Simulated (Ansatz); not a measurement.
# TiAl: changing the functional

The cell as given:

```
CELL_PARAMETERS angstrom
2.86726 0.00000 0.00000
-1.43363 2.48312 0.00000
0.00000 0.00000 4.67808
ATOMIC_POSITIONS crystal
Ti 0.00000 0.00000 0.00000
Al 0.33333 0.66667 0.50000
```

The cell comes from a database or a generator and needn't be the stable form of this composition.

Kept alike: task relaxation of cell and atoms; k mesh 11 × 11 × 6; occupations fermi-dirac, width 0.05 eV; no spin polarisation. Program: Ansatz, Ansatz PAW. Cutoffs run from 420 to 500 eV. The mesh is that of the run's cell of 2 atoms. No spin-orbit coupling.

| run | volume (Å³/atom) | first edge of the run's cell (Å) | third edge of the run's cell (Å) |
| --- | --- | --- | --- |
| A | 16.233 | 2.851 | 4.613 |
| B | 17.209 | 2.914 | 4.681 |
| C | 16.527 | 2.874 | 4.620 |
| D | 15.716 | 2.813 | 4.585 |

The relaxations keep at least the cell's symmetry (P-6m2). For a metal such a mesh leaves the last digits unconverged. Relaxations stop with a little pressure left, so the last digits of a volume or edge aren't settled. All rows use potentials made for PBE.

The runs differ in the functional (and the cutoff that goes with it) alone: BLYP; LDA; PBEsol; r2SCAN. Which run is which?

Run A is PBEsol; run B is BLYP; run C is r2SCAN; run D is LDA. The volume runs from 15.716 (LDA) to 17.209 Å³/atom (BLYP). The first edge of the run's cell runs from 2.813 (LDA) to 2.914 Å (BLYP). The third edge of the run's cell runs from 4.585 (LDA) to 4.681 Å (BLYP).
